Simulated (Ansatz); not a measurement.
# Boron, A15 under PBEsol: structure and ground-state energy

Aim: take boron in the A15 structure, relax it, then solve it on a dense k-mesh. Spin polarisation is left out. The k-meshes are 7×7×7 for the relaxation; 9×9×9 for the dense run.

Computed with Ansatz 0.2.0 (DFT PBEsol, plane waves (420 eV) with PAW, scalar-relativistic; the PAW data stem from PBE, with regenerated cores, unless a step says otherwise).

### 1 The structure to begin with

The structure is cubic, space group Pm-3n (No. 223). Conventional cell: a = 3.743 Å, b = 3.743 Å, c = 3.743 Å, α = 90.00°, β = 90.00°, γ = 90.00°. B (site symmetry m-3) has 12 B at 2.09 Å as nearest neighbours. B (site symmetry -4m2) is surrounded by 6 B at 1.87 to 2.09 Å.

As a file:

```cif
data_structure
_symmetry_space_group_name_H-M 'Pm-3n'
_symmetry_Int_Tables_number 223
_cell_length_a 3.7428
_cell_length_b 3.7428
_cell_length_c 3.7428
_cell_angle_alpha 90.000
_cell_angle_beta 90.000
_cell_angle_gamma 90.000
_cell_volume 52.43
loop_
_atom_site_label
_atom_site_type_symbol
_atom_site_symmetry_multiplicity
_atom_site_Wyckoff_symbol
_atom_site_fract_x
_atom_site_fract_y
_atom_site_fract_z
_atom_site_occupancy
B1 B 2 a 0.00000 0.00000 0.00000 1
B2 B 6 c 0.25000 0.00000 0.50000 1
```

### 2 Relaxing cell and atoms

input.yaml reads:

```yaml
crystal:
  lattice:
    - [3.7428346132, 0.0, 0.0]
    - [0.0, 3.7428346132, 0.0]
    - [0.0, 0.0, 3.7428346132]
  atoms:
    - { symbol: B, position: [0.0, 0.0, 0.0] }
    - { symbol: B, position: [0.5, 0.5, 0.5] }
    - { symbol: B, position: [0.25, 0.0, 0.5] }
    - { symbol: B, position: [0.75, 0.0, 0.5] }
    - { symbol: B, position: [0.5, 0.25, 0.0] }
    - { symbol: B, position: [0.5, 0.75, 0.0] }
    - { symbol: B, position: [0.0, 0.5, 0.25] }
    - { symbol: B, position: [0.0, 0.5, 0.75] }
hamiltonian:
  xc: pbesol
  pseudopotentials:
    kind: paw
    azcp:
      B: "pseudopotentials/B.paw.azcp"
basis:
  ecutwfc: 420
  fft_grid_basis: typed
kpoints:
  mp_grid: { grid: [7, 7, 7], shift: [0, 0, 0] }
magnetization:
  spin_polarized: false
scf:
  occupations: { method: fermi_dirac, width: 0.1 }
relax:
  max_steps: 60
  f_tol: 0.01
  cell: {}
```

Launch:

```console
$ ansatz run input.yaml --threads 4 --pin off --max-ram 8192MiB --backend cpu --events-out ev --progress --plain --runs-dir out
```

The runs that follow: Dense single point.

Q: Predict the outcome of this session. Wanted: space group; conventional cell; volume; shortest distance; gap on the mesh; relative to alpha-rhombohedral.

As calculated:

| quantity | value |
| --- | --- |
| space group (spins left aside) | Pm-3n (No. 223) |
| conventional cell | a = 3.650 Å |
| volume | 6.077 Å³/atom |
| shortest distance | 1.825 Å |
| gap on the mesh | none (levels filled in part) |
| relative to alpha-rhombohedral (B12) | +1472 meV/atom |

The relaxation shrank the cell by 7.3 % in volume. Against the reference form of boron (alpha-rhombohedral (B12), computed apart with the same settings) it stands 1472 meV/atom higher, so it is far from stable. Levels at the Fermi energy are filled in part, as in a metal. Relaxation kept the symmetry; phonons were not checked.
